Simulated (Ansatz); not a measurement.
Bi in Ansatz: the effect of strain

The system is Bi.

```
CELL_PARAMETERS angstrom
2.26750 1.30914 3.78048
-2.26750 1.30914 3.78048
0.00000 -2.61828 3.78048
ATOMIC_POSITIONS crystal
Bi 0.76600 0.76600 0.76600
Bi 0.23400 0.23400 0.23400
```

Alike in all runs:

* Program: Ansatz 0.2.0
* Task: single point
* Functional: PBE
* Potentials or basis: Ansatz PAW
* Cutoff: 420 eV (not typed: the program's choice for these potentials)
* k mesh: 6 × 6 × 6
* Occupations: fermi-dirac, width 0.05 eV
* Spin: no spin polarisation
* Kind of strain: uniaxial

| strain | pressure (GPa) | largest force (eV/Å) |
| --- | --- | --- |
| -0.04 | 4.3 | 0.32 |
| -0.02 | 3.2 | 0.22 |
| -0.01 | 2.7 | 0.17 |
| 0 | 2.2 | 0.12 |
| 0.01 | ? | ? |
| 0.02 | 1.2 | 0.01 |
| 0.04 | 0.4 | 0.10 |

Problem. What does the run with strain 0.01 give?

Solution. Pressure 1.7 GPa; largest force 0.07 eV/Å.

Worked out: A parabola through the other rows of the pressure, of slope -47 GPa per unit of strain there, gives 1.7 GPa, against the run's 1.7. The largest force follows no smooth curve through the other rows.
